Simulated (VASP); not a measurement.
Computed with PBE GGA with D4 dispersion, VASP's PBE PAW potentials (set 64) (plane waves; VASP).

VASP input:

**POSCAR**
```
ZnTe
1
    0.0000000000     3.0500000000     3.0500000000
    3.0500000000     0.0000000000     3.0500000000
    3.0500000000     3.0500000000     0.0000000000
Zn Te
1 1
Direct
  0.0000000000   0.0000000000   0.0000000000
  0.2500000000   0.2500000000   0.2500000000
```

### INCAR
```
ALGO  =  Normal
EDIFF  =  1E-6
EDIFFG  =  -0.01
ENCUT  =  520
GGA  =  PE
IBRION  =  2
ISIF  =  3
ISMEAR  =  0
IVDW  =  13
LASPH  =  .TRUE.
LCHARG  =  .FALSE.
LMAXMIX  =  4
LREAL  =  .FALSE.
LWAVE  =  .FALSE.
NELM  =  100
NSW  =  60
PREC  =  Accurate
SIGMA  =  0.05
SYSTEM  =  ZnTe
```

**KPOINTS**
```
Automatic mesh
0
Gamma
7 7 7
0 0 0
```

POTCAR, in this order: Zn Te (PBE.64 set). Program: vasp_std.

The resulting files:

### OSZICAR
```
       N       E                     dE             d eps       ncg     rms          rms(c)
DAV:   1     0.784076752285E+02    0.78408E+02   -0.86636E+03   520   0.148E+03
DAV:   2    -0.883343657470E+00   -0.79291E+02   -0.75691E+02   555   0.255E+02
DAV:   3    -0.528495691275E+01   -0.44016E+01   -0.43883E+01   665   0.617E+01
DAV:   4    -0.534652468605E+01   -0.61568E-01   -0.61561E-01   659   0.720E+00
DAV:   5    -0.534746517944E+01   -0.94049E-03   -0.94049E-03   640   0.669E-01    0.484E+00
DAV:   6    -0.518187234053E+01    0.16559E+00   -0.59628E-01   638   0.228E+01    0.378E+00
DAV:   7    -0.517175081467E+01    0.10122E-01   -0.11708E-01   585   0.400E+00    0.152E+00
DAV:   8    -0.517172323564E+01    0.27579E-04   -0.47030E-03   683   0.707E-01    0.390E-01
DAV:   9    -0.517194388552E+01   -0.22065E-03   -0.10342E-03   570   0.347E-01    0.129E-01
DAV:  10    -0.517196775366E+01   -0.23868E-04   -0.88626E-05   626   0.983E-02    0.883E-02
DAV:  11    -0.517202205986E+01   -0.54306E-04   -0.91931E-05   545   0.622E-02    0.423E-02
DAV:  12    -0.517202286980E+01   -0.80994E-06   -0.31154E-06   625   0.198E-02
   1 F= -.58741969E+01 E0= -.58741969E+01  d E =-.587420E+01
       N       E                     dE             d eps       ncg     rms          rms(c)
DAV:   1    -0.517331063544E+01   -0.12886E-02   -0.67549E-02   635   0.512E+00    0.512E-01
DAV:   2    -0.516892776521E+01    0.43829E-02   -0.18259E-02   620   0.352E+00    0.180E-01
DAV:   3    -0.516838984987E+01    0.53792E-03   -0.49972E-04   563   0.287E-01    0.897E-02
DAV:   4    -0.516823320999E+01    0.15664E-03   -0.15145E-04   595   0.110E-01    0.329E-02
DAV:   5    -0.516822618320E+01    0.70268E-05   -0.11039E-05   638   0.371E-02    0.230E-02
DAV:   6    -0.516822295044E+01    0.32328E-05   -0.51669E-06   550   0.301E-02    0.352E-03
DAV:   7    -0.516822277041E+01    0.18003E-06   -0.52533E-07   270   0.152E-02
   2 F= -.58743875E+01 E0= -.58743875E+01  d E =-.190650E-03
```

File OUTCAR:
```
------------------------ aborting loop because EDIFF is reached ----------------------------------------
  Edisp (eV):   -0.70616
  FORCE on cell =-STRESS in cart. coord.  units (eV):
  Direction    XX          YY          ZZ          XY          YZ          ZX
  --------------------------------------------------------------------------------------
  Total       0.01438     0.01438     0.01438     0.00000     0.00000    -0.00000
  in kB       0.40810     0.40810     0.40810     0.00000     0.00000    -0.00000
  external pressure =        0.41 kB  Pullay stress =        0.00 kB
  volume of cell :       56.45
      direct lattice vectors                 reciprocal lattice vectors
     0.000000000  3.044723826  3.044723826    -0.164218507  0.164218507  0.164218507
     3.044723826 -0.000000000  3.044723826     0.164218507 -0.164218507  0.164218507
     3.044723826  3.044723826 -0.000000000     0.164218507  0.164218507 -0.164218507
 POSITION                                       TOTAL-FORCE (eV/Angst)
 -----------------------------------------------------------------------------------
      3.04472      3.04472      6.08945        -0.000000     -0.000000     -0.000000
      1.52236      1.52236      1.52236         0.000000      0.000000      0.000000
 -----------------------------------------------------------------------------------
    total drift:                               -0.000000     -0.000000     -0.000000
  FREE ENERGIE OF THE ION-ELECTRON SYSTEM (eV)
  ---------------------------------------------------
  free  energy   TOTEN  =        -5.8743875475 eV

  energy  without entropy=       -5.8743875475  energy(sigma->0) =       -5.87438755

 reached required accuracy - stopping structural energy minimisation
```
(Selected blocks of OUTCAR.)

**CONTCAR**
```
ZnTe
   1.00000000000000
     0.0000000000000000    3.0447238260097080    3.0447238260097080
     3.0447238260097080   -0.0000000000000000    3.0447238260097080
     3.0447238260097080    3.0447238260097080   -0.0000000000000000
  Zn              Te
     1     1
Direct
     1.0000000000000000    1.0000000000000000    0.0000000000000000
     0.2500000000000000    0.2500000000000000    0.2500000000000000
```

**OUTCAR**
```
 val. band max:        3.2644049636   @ k =   0.0000   0.0000   0.0000

 cond. band min:       4.5439810356   @ k =   0.0000   0.0000   0.0000


 Fermi energy:         3.5311809318

 k-point     1 :       0.0000    0.0000    0.0000
  band No.  band energies     occupation
      1      -8.5587      2.00000
      2      -3.6713      2.00000
      3      -3.6712      2.00000
      4      -3.6712      2.00000
      5      -3.4360      2.00000
      6      -3.4360      2.00000
      7       3.2644      2.00000
      8       3.2644      2.00000
      9       3.2644      2.00000
     10       4.5440      0.00000
     11       7.6508      0.00000
     12       7.6508      0.00000
     13       7.6509      0.00000

 k-point     2 :       0.1429    0.0000    0.0000
  band No.  band energies     occupation
      1      -8.4197      2.00000
      2      -3.6586      2.00000
      3      -3.6586      2.00000
      4      -3.6570      2.00000
      5      -3.4374      2.00000
      6      -3.4374      2.00000
      7       1.6463      2.00000
      8       3.0509      2.00000
      9       3.0509      2.00000
     10       5.4169      0.00000
     11       7.9583      0.00000
     12       7.9739      0.00000
     13       7.9739      0.00000

 k-point     3 :       0.2857    0.0000    0.0000
  band No.  band energies     occupation
      1      -8.0688      2.00000
      2      -3.6333      2.00000
      3      -3.6333      2.00000
      4      -3.5754      2.00000
      5      -3.4367      2.00000
      6      -3.4367      2.00000
      7      -0.3148      2.00000
      8       2.6567      2.00000
      9       2.6567      2.00000
     10       5.3236      0.00000
     11       8.3533      0.00000
     12       8.3533      0.00000
     13       9.6968      0.00000

 k-point     4 :       0.4286    0.0000    0.0000
  band No.  band energies     occupation
      1      -7.7350      2.00000
      2      -3.6173      2.00000
      3      -3.6173      2.00000
...
```

Unless said otherwise, spin-orbit coupling is left out, though it shifts the bands of the heavy elements here.

The compound is ZnTe in the zinc blende structure. This run relaxes it. Symmetry was kept, so distortions that lower it aren't found.
